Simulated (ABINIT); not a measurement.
# BN (Qingsongite): G0W0 with ABINIT, start to end, part 3 of 3

How does a plane-wave GW calculation on BN (Qingsongite) run from the first input to the gap?

ABINIT 10.8.3; PBE and many-body steps on it, plane waves. Known limits of the many-body steps: not at the basis limit.

So far. Step 4 (Empty states on the mesh, 8×8×8 mesh, 76 bands): On this mesh the gap is 4.535 eV. Step 5 (Screening, 8×8×8 mesh, 68 bands, screening to 244.9 eV): Local fields lower ε∞ by 8 %.

## (6) Self-energy, 8×8×8 mesh, 68 bands, screening to 244.9 eV

The self-energy is evaluated for the states that the input lists, and the levels follow from it, in one-shot runs by the linearised quasiparticle equation.

This step: G0W0 on PBE, plane waves, norm-conserving pseudopotentials.

Contents of run.abi:

```
acell 3*1.0 Angstrom
rprim 
  -0.000000000000 1.807500000000 1.807500000000
  1.807500000000 0.000000000000 1.807500000000
  1.807500000000 1.807500000000 -0.000000000000
ntypat 2
znucl 5 7
natom 2
typat 1 2
xred 
  0.000000000000 0.000000000000 0.000000000000
  0.250000000000 0.250000000000 0.250000000000
pp_dirpath "pseudos"
pseudos "B.upf, N.upf"
ecut 36
ngkpt 8 8 8
nshiftk 1
shiftk 0 0 0
kptopt 1
chksymbreak 0
istwfk *1
occopt 1
irdwfk 1
optdriver 4
nband 68
gwcalctyp 0
ecutsigx 36
symsigma 1
nkptgw 29
kptgw 
  0.0000000000 0.0000000000 0.0000000000
  0.1250000000 0.0000000000 0.0000000000
  0.2500000000 0.0000000000 0.0000000000
  0.3750000000 0.0000000000 0.0000000000
  0.5000000000 0.0000000000 0.0000000000
  0.1250000000 0.1250000000 0.0000000000
  0.2500000000 0.1250000000 0.0000000000
  0.3750000000 0.1250000000 0.0000000000
  0.5000000000 0.1250000000 0.0000000000
  -0.3750000000 0.1250000000 0.0000000000
  -0.2500000000 0.1250000000 0.0000000000
  -0.1250000000 0.1250000000 0.0000000000
  0.2500000000 0.2500000000 0.0000000000
  0.3750000000 0.2500000000 0.0000000000
  0.5000000000 0.2500000000 0.0000000000
  -0.3750000000 0.2500000000 0.0000000000
  -0.2500000000 0.2500000000 0.0000000000
  0.3750000000 0.3750000000 0.0000000000
  0.5000000000 0.3750000000 0.0000000000
  -0.3750000000 0.3750000000 0.0000000000
  0.5000000000 0.5000000000 0.0000000000
  0.3750000000 0.2500000000 0.1250000000
  0.5000000000 0.2500000000 0.1250000000
  -0.3750000000 0.2500000000 0.1250000000
  0.5000000000 0.3750000000 0.1250000000
  -0.3750000000 0.3750000000 0.1250000000
  -0.2500000000 0.3750000000 0.1250000000
  -0.3750000000 0.5000000000 0.1250000000
  -0.2500000000 0.5000000000 0.2500000000
bdgw 
  1 8
  1 8
  1 8
  1 8
  1 8
  1 8
  1 8
  1 8
  1 8
  1 8
  1 8
  1 8
  1 8
  1 8
  1 8
  1 8
  1 8
  1 8
  1 8
  1 8
  1 8
  1 8
  1 8
  1 8
  1 8
  1 8
  1 8
  1 8
  1 8
ecuteps 9
irdscr 1
ppmodel 1
indata_prefix "in"
outdata_prefix "out"
tmpdata_prefix "tmp"
```

On the command line:

```sh
$ OMP_NUM_THREADS=1 mpirun -n 8 abinit run.abi > log
```

Numbers of over 12 decimals in the logs are rounded to 6 here.

Output:

```text
.Version 10.8.3 of ABINIT. v10.8.2 released Aug 2026.

 Symmetries : space group F-4 3 m (#216); Bravais cF (face-center cubic)
[... echo of the input left out ...]
== DATASET  1 ==================================================================
-   mpi_nproc: 8, omp_nthreads: 1 (-1 if OMP is not activated)

--- !DatasetInfo
iteration_state: {dtset: 1, }
dimensions: {natom: 2, nkpt: 29, mband: 68, nsppol: 1, nspinor: 1, nspden: 1, mpw: 869, }
cutoff_energies: {ecut:  36.0, pawecutdg:  -1.0, }
electrons: {nelect:   8.00000000E+00, charge:   0.00000000E+00, occopt:   1.00000000E+00, tsmear:   1.00000000E-02, }

 SIGMA: Calculation of the GW corrections

 Based on a program developped by R.W. Godby, V. Olevano, G. Onida, and L. Reining.
 Incorporated in ABINIT by V. Olevano, G.-M. Rignanese, and M. Torrent.
.Using double precision arithmetic ; gwpc =  8

[... cell and pseudopotentials left out ...]
--------------------------------------------------------------------------------

 ==== K-mesh for the wavefunctions ====
 Number of points in the irreducible wedge :    29
[... list of points left out ...]
 Together with 24 symmetry operations and time-reversal symmetry
 yields   512 points in the full Brillouin Zone.

 ==== Q-mesh for screening function ====
 Number of points in the irreducible wedge :    29
[... list of points left out ...]
 Together with 24 symmetry operations and time-reversal symmetry
 yields   512 points in the full Brillouin Zone.

 vcoul_init : cutoff-mode = AUXILIARY_FUNCTION
 q-points for optical limit:   1
     1)      0.000010    0.000020    0.000030
 setmesh: FFT mesh size selected  =    25x   25x   25
          total number of points  =        15625

 Number of electrons calculated from density =    8.0000; Expected =    8.0000
 average of density, n =  0.100376
 r_s =    1.3348
 omega_plasma =   30.5612 [eV]

 === KS Band Gaps ===
  >>>> For spin  1
   Minimum direct gap =   8.8782 [eV], located at k-point      :   0.0000  0.0000  0.0000
   Fundamental gap    =   4.5349 [eV], Top of valence bands at :   0.0000  0.0000  0.0000
                                       Bottom of conduction at :   0.5000  0.5000  0.0000
 SIGMA fundamental parameters:
 PLASMON POLE MODEL  1
 number of plane-waves for SigmaX                  869
 number of plane-waves for SigmaC and W            113
 number of plane-waves for wavefunctions           869
 number of bands                                    68
 number of independent spin polarizations            1
 number of spinorial components                      1
 number of k-points in IBZ                          29
 number of q-points in IBZ                          29
 number of symmetry operations                      24
 number of k-points in BZ                          512
 number of q-points in BZ                          512
 number of frequencies for dSigma/dE                 9
 frequency step for dSigma/dE [eV]                0.25
 number of omega for Sigma on real axis              0
 max omega for Sigma on real axis  [eV]           0.00
 zcut for avoiding poles [eV]                     0.10

 EPSILON^-1 parameters (SCR file):
 dimension of the eps^-1 matrix on file            113
 dimension of the eps^-1 matrix used               113
 number of plane-waves for wavefunctions           869
 number of bands                                    68
 number of q-points in IBZ                          29
 number of frequencies                               2
 number of real frequencies                          1
 number of imag frequencies                          1

 matrix elements of self-energy operator (all in [eV])

 Perturbative Calculation

--- !SelfEnergy_ee
iteration_state: {dtset: 1, }
kpoint     : [   0.000,    0.000,    0.000, ]
spin       : 1
KS_gap     :    8.878
QP_gap     :   10.930
Delta_QP_KS:    2.052
data: !SigmaeeData |
     Band     E0 <VxcDFT>   SigX SigC(E0)      Z dSigC/dE  Sig(E)    E-E0       E
        1 -11.990 -15.598 -26.827   8.524   0.757  -0.321 -17.646  -2.048 -14.038
        2   8.220 -18.520 -22.080   2.519   0.828  -0.208 -19.381  -0.862   7.359
        3   8.220 -18.520 -22.080   2.519   0.828  -0.208 -19.381  -0.862   7.359
        4   8.220 -18.520 -22.080   2.519   0.828  -0.208 -19.381  -0.862   7.359
        5  17.099 -13.778  -7.152  -5.214   0.843  -0.187 -12.588   1.191  18.289
        6  17.099 -13.778  -7.152  -5.214   0.843  -0.187 -12.588   1.191  18.289
        7  17.099 -13.778  -7.152  -5.214   0.843  -0.187 -12.588   1.191  18.289
        8  18.586 -15.528  -8.703  -5.774   0.823  -0.214 -14.663   0.865  19.451

--- !SelfEnergy_ee
iteration_state: {dtset: 1, }
kpoint     : [   0.125,    0.000,    0.000, ]
spin       : 1
KS_gap     :    9.621
QP_gap     :   11.575
Delta_QP_KS:    1.954
data: !SigmaeeData |
     Band     E0 <VxcDFT>   SigX SigC(E0)      Z dSigC/dE  Sig(E)    E-E0       E
        1 -11.611 -15.664 -26.779   8.462   0.729  -0.372 -17.597  -1.933 -13.544
        2   6.352 -17.560 -21.725   2.840   0.825  -0.213 -18.652  -1.093   5.259
[...]
--- !SelfEnergy_ee
iteration_state: {dtset: 1, }
kpoint     : [   0.250,    0.000,    0.000, ]
spin       : 1
KS_gap     :   10.830
QP_gap     :   12.745
Delta_QP_KS:    1.914
data: !SigmaeeData |
     Band     E0 <VxcDFT>   SigX SigC(E0)      Z dSigC/dE  Sig(E)    E-E0       E
[...]
--- !SelfEnergy_ee
iteration_state: {dtset: 1, }
kpoint     : [   0.375,    0.000,    0.000, ]
spin       : 1
KS_gap     :   11.798
QP_gap     :   13.708
Delta_QP_KS:    1.910
data: !SigmaeeData |
     Band     E0 <VxcDFT>   SigX SigC(E0)      Z dSigC/dE  Sig(E)    E-E0       E
[...]
--- !SelfEnergy_ee
iteration_state: {dtset: 1, }
kpoint     : [   0.500,    0.000,    0.000, ]
spin       : 1
KS_gap     :   12.154
QP_gap     :   14.063
Delta_QP_KS:    1.909
data: !SigmaeeData |
     Band     E0 <VxcDFT>   SigX SigC(E0)      Z dSigC/dE  Sig(E)    E-E0       E
[...]
--- !SelfEnergy_ee
iteration_state: {dtset: 1, }
kpoint     : [   0.125,    0.125,    0.000, ]
spin       : 1
KS_gap     :    9.317
QP_gap     :   11.320
Delta_QP_KS:    2.004
data: !SigmaeeData |
     Band     E0 <VxcDFT>   SigX SigC(E0)      Z dSigC/dE  Sig(E)    E-E0       E
[...]
--- !SelfEnergy_ee
iteration_state: {dtset: 1, }
kpoint     : [   0.250,    0.125,    0.000, ]
spin       : 1
KS_gap     :    9.831
QP_gap     :   11.880
Delta_QP_KS:    2.049
data: !SigmaeeData |
     Band     E0 <VxcDFT>   SigX SigC(E0)      Z dSigC/dE  Sig(E)    E-E0       E
[...]
--- !SelfEnergy_ee
iteration_state: {dtset: 1, }
kpoint     : [   0.375,    0.125,    0.000, ]
spin       : 1
KS_gap     :   11.351
QP_gap     :   13.507
Delta_QP_KS:    2.155
data: !SigmaeeData |
     Band     E0 <VxcDFT>   SigX SigC(E0)      Z dSigC/dE  Sig(E)    E-E0       E
[...]
--- !SelfEnergy_ee
iteration_state: {dtset: 1, }
kpoint     : [   0.500,    0.125,    0.000, ]
spin       : 1
KS_gap     :   12.080
QP_gap     :   14.235
Delta_QP_KS:    2.155
data: !SigmaeeData |
     Band     E0 <VxcDFT>   SigX SigC(E0)      Z dSigC/dE  Sig(E)    E-E0       E
[...]
--- !SelfEnergy_ee
[...]
kpoint     : [  -0.375,    0.125,    0.000, ]
spin       : 1
KS_gap     :   12.195
QP_gap     :   14.353
Delta_QP_KS:    2.158
data: !SigmaeeData |
     Band     E0 <VxcDFT>   SigX SigC(E0)      Z dSigC/dE  Sig(E)    E-E0       E
[...]
--- !SelfEnergy_ee
iteration_state: {dtset: 1, }
kpoint     : [   0.500,    0.375,    0.125, ]
spin       : 1
KS_gap     :   11.741
QP_gap     :   13.926
Delta_QP_KS:    2.185
data: !SigmaeeData |
     Band     E0 <VxcDFT>   SigX SigC(E0)      Z dSigC/dE  Sig(E)    E-E0       E
[...]
--- !SelfEnergy_ee
iteration_state: {dtset: 1, }
kpoint     : [  -0.375,    0.375,    0.125, ]
spin       : 1
KS_gap     :   13.265
QP_gap     :   15.576
Delta_QP_KS:    2.311
data: !SigmaeeData |
     Band     E0 <VxcDFT>   SigX SigC(E0)      Z dSigC/dE  Sig(E)    E-E0       E
[...]
--- !SelfEnergy_ee
iteration_state: {dtset: 1, }
kpoint     : [  -0.250,    0.375,    0.125, ]
spin       : 1
KS_gap     :   13.539
QP_gap     :   15.885
Delta_QP_KS:    2.346
data: !SigmaeeData |
     Band     E0 <VxcDFT>   SigX SigC(E0)      Z dSigC/dE  Sig(E)    E-E0       E
[...]
--- !SelfEnergy_ee
iteration_state: {dtset: 1, }
kpoint     : [  -0.375,    0.500,    0.125, ]
spin       : 1
KS_gap     :   12.290
QP_gap     :   14.543
Delta_QP_KS:    2.252
data: !SigmaeeData |
     Band     E0 <VxcDFT>   SigX SigC(E0)      Z dSigC/dE  Sig(E)    E-E0       E
[...]
--- !SelfEnergy_ee
iteration_state: {dtset: 1, }
kpoint     : [  -0.250,    0.500,    0.250, ]
spin       : 1
KS_gap     :   16.148
QP_gap     :   18.756
Delta_QP_KS:    2.608
data: !SigmaeeData |
     Band     E0 <VxcDFT>   SigX SigC(E0)      Z dSigC/dE  Sig(E)    E-E0       E
[...]
4   1.721 -15.215 -20.608   3.605   0.813  -0.230 -16.668  -1.453   0.268
        5  17.868 -14.818  -8.331  -5.107   0.837  -0.195 -13.663   1.155  19.024
        6  21.568 -14.349  -6.326  -6.544   0.819  -0.221 -13.138   1.211  22.779
        7  22.830 -12.352  -5.251  -5.877   0.846  -0.182 -11.316   1.036  23.865
        8  22.912 -16.660  -8.196  -6.597   0.808  -0.237 -15.151   1.509  24.421

 New Fermi energy :        3.808383E-01 Ha ,    1.036314E+01 eV
 New Exchange energy :    -3.387995E+00 Ha ,   -9.219205E+01 eV

 === QP Band Gaps ===
  >>>> For spin  1
   Minimum direct gap =  10.9303 [eV], located at k-point      :   0.0000  0.0000  0.0000
   Fundamental gap    =   6.0086 [eV], Top of valence bands at :   0.0000  0.0000  0.0000
                                       Bottom of conduction at :   0.5000  0.5000  0.0000

== END DATASET(S) ==============================================================
================================================================================

 -outvars: echo values of variables after computation  --------
           etotal      0.0000000000E+00
            nband          68
             nkpt          29
          spgroup         216
 [... the other variables as echoed above ...]

 Calculation completed.
```

Elapsed: 3.9 min, on 8 MPI ranks of Arm Neoverse V2, shared host; peak memory 1.3 GiB; 32 min of CPU time.

This step gave:

| Quantity | Value |
| --- | --- |
| G0W0 gap on the mesh | 6.008 eV |
| starting gap on the mesh | 4.535 eV |
| k of the valence top | 0, 0, 0 |
| k of the conduction bottom | 0.5, 0.5, 0 |
| Z at the valence top | 0.828 |
| Z at the conduction bottom | 0.854 |
| least direct G0W0 gap on the computed points | 10.93 eV |

The gap on the mesh goes from 4.53 eV to 6.01 eV, a correction of +1.47 eV.

Limits: finite bands, cutoff and mesh. v1 is the top filled band, c1 the lowest empty one. The levels before and after the correction (eV, zero at the valence-band top of each column):

|  | conduction bottom | valence top |
| --- | --- | --- |
| Kohn-Sham | 4.53 | 0.00 |
| G0W0 | 6.01 | 0.00 |

|  | level | energy (eV) |
| --- | --- | --- |
| Kohn-Sham | Γ v3-v1 | 0.000 |
| Kohn-Sham | Γ c1-c3 | 8.878 |
| Kohn-Sham | (0.5 0.5 0) v3 | -8.907 |
| Kohn-Sham | (0.5 0.5 0) v2-v1 | -4.907 |
| Kohn-Sham | (0.5 0.5 0) c1 | 4.535 |
| Kohn-Sham | (0.5 0.5 0) c2 | 9.342 |
| Kohn-Sham | (0.5 0.5 0) c3 | 17.910 |
| G0W0 | Γ v3-v1 | 0.000 |
| G0W0 | Γ c1-c3 | 10.930 |
| G0W0 | (0.5 0.5 0) v3 | -9.885 |
| G0W0 | (0.5 0.5 0) v2-v1 | -5.389 |
| G0W0 | (0.5 0.5 0) c1 | 6.008 |
| G0W0 | (0.5 0.5 0) c2 | 10.939 |
| G0W0 | (0.5 0.5 0) c3 | 20.515 |

## (7) Where the time went

Times are wall times on 8 MPI ranks of Arm Neoverse V2, shared host, good to a factor of about two.

| step | time | share | memory (GiB) |
| --- | --- | --- | --- |
| ground state | 2.9 s | 1 % | 0.07 |
| bands along the symmetry lines | 2.4 s | 1 % | 0.07 |
| empty states on the mesh | 4.4 s | 2 % | 0.53 |
| screening | 19 s | 7 % | 1.0 |
| self-energy | 3.9 min | 89 % | 1.3 |

## (8) Summary of results

- PBE gap: 4.54 eV, indirect
- G0W0 gap on the mesh: 6.01 eV
- GW settings: 8×8×8 mesh, 68 bands, screening to 244.9 eV, Godby-Needs plasmon pole
- known limits: not at the basis limit

In words: G0W0 moves the gap on the mesh from 4.53 eV to 6.01 eV (+1.47 eV), with Z of 0.83 and 0.85 at the edges. Local fields lower the RPA ε∞ on this mesh from 4.66 to 4.31. The dearest step here is «self-energy». Bands and cutoff are finite, so the gap is not at the basis limit. The miss can reach some tenths of an eV and take either sign; the mesh is an error of its own.

[Paths, hosts, dates, memory and timing lines, banners, echoed tables and standing remarks are left out of the program output.]

[Logs are printed without paths, hosts, clocks, repeated set-up lines and the standing remarks that a program may print on its own settings, such as how far it seeks lower states.]

[Runs of the session that timed out or met a known fault of the program may be left out.]

[Hosts, paths, dates, database ids (printed as entryN), source tags and the programs' standing remarks are cut or masked in the printed files.]

[G0W0 gaps are taken among the corrected bands and points alone; a level outside them can change the order at an edge.]

[Where Ansatz stands beside ABINIT at settings called matched, ABINIT's density can come from a denser mesh and the files from another edition; pairs whose starting gaps differed by over 0.03 eV were left out, so agreement reads better than it is.]
